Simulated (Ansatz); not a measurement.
# TiO2: the cost of one run

Method: DFT PBEsol, scalar-relativistic, plane waves, PAW, in Ansatz 0.2.0.

4 further runs of the same task are left out: 4 set aside as unsound or not needed. Runs told in other sessions of the task aren't counted.

## Step 1: Starting point

The structure is tetragonal, space group I4_1/amd (No. 141). The conventional cell has a = 3.771 Å, b = 3.771 Å, c = 9.546 Å, α = 90.00°, β = 90.00°, γ = 90.00°. Ti (site symmetry -4m2) is surrounded by 6 O at 1.93 to 1.98 Å. O (site symmetry 2mm) has 3 Ti at 1.93 to 1.98 Å in its first shell of neighbours.

As a file:

```cif
data_structure
_symmetry_space_group_name_H-M 'I4_1/amd:1'
_symmetry_Int_Tables_number 141
_cell_length_a 3.7707
_cell_length_b 3.7707
_cell_length_c 9.5463
_cell_angle_alpha 90.000
_cell_angle_beta 90.000
_cell_angle_gamma 90.000
_cell_volume 135.73
loop_
_atom_site_label
_atom_site_type_symbol
_atom_site_symmetry_multiplicity
_atom_site_Wyckoff_symbol
_atom_site_fract_x
_atom_site_fract_y
_atom_site_fract_z
_atom_site_occupancy
Ti1 Ti 4 a 0.00000 0.00000 0.00000 1
O1 O 8 e 0.00000 0.00000 0.20762 1
```

It is built from the cell relaxed beforehand with the same method (11.31 Å³/atom).

## Step 2: Zero of energy

The cell is repeated 2 times, 12 atoms in all. The reference gives a free energy of -14399.4667 eV, pressure -0.02 GPa, largest force 0.003 eV/Å and gap on the mesh 2.10 eV. It was computed beforehand with the settings of the runs below.

## Step 3: Setting up sliding across a plane

The cut lies on the cell's a–b face, a (0 0 1) plane of area 14.22 Å², between layers 1.58 Å apart (O below, O above); the cell is 9.5 Å thick. Vector c is tilted by f times 0·a + 1·b (length 3.771 Å) with the atoms' Cartesian places fixed: one unrelaxed fault per cell.

## Step 4: Point f = 0.200

Input file input.yaml:

```yaml
crystal:
  lattice:
    - [-3.770669043, 0.0, 0.0]
    - [0.0, -3.770669043, 0.0]
    - [0.0, -0.7541338086, 9.5463353711]
  atoms:
    - { symbol: Ti, position: [0.0, -0.175, 0.875] }
    - { symbol: Ti, position: [0.5, 0.425, 0.375] }
    - { symbol: Ti, position: [0.5, -0.125, 0.625] }
    - { symbol: Ti, position: [0.0, 0.475, 0.125] }
    - { symbol: O, position: [0.5, 0.3834760667, 0.5826196664] }
    - { symbol: O, position: [1.0, 0.9834760667, 0.0826196664] }
    - { symbol: O, position: [0.5, -0.1665239333, 0.8326196664] }
    - { symbol: O, position: [1.0, 0.4334760667, 0.3326196664] }
    - { symbol: O, position: [0.5, -0.0834760667, 0.4173803336] }
    - { symbol: O, position: [0.0, 0.3165239333, 0.9173803336] }
    - { symbol: O, position: [0.0, -0.1334760667, 0.6673803336] }
    - { symbol: O, position: [0.5, 0.4665239333, 0.1673803336] }
basis:
  ecutwfc: 420
kpoints:
  mp_grid: { grid: [7, 7, 3] }
hamiltonian:
  xc: pbesol
scf:
  occupations: { method: gaussian, width: 0.05 }
output:
  forces: true
  stress: true
  eigenvalues: true
```

On the command line:

```
> ansatz run input.yaml --threads 2 --pin off --max-ram 5120MiB --backend cpu --events-out ev --progress --plain --runs-dir out
```

What time and memory should one allow on 2 threads of Intel Xeon at 2.60GHz (Ice Lake), shared host?

About 10 s, with a peak of 0.64 GiB.
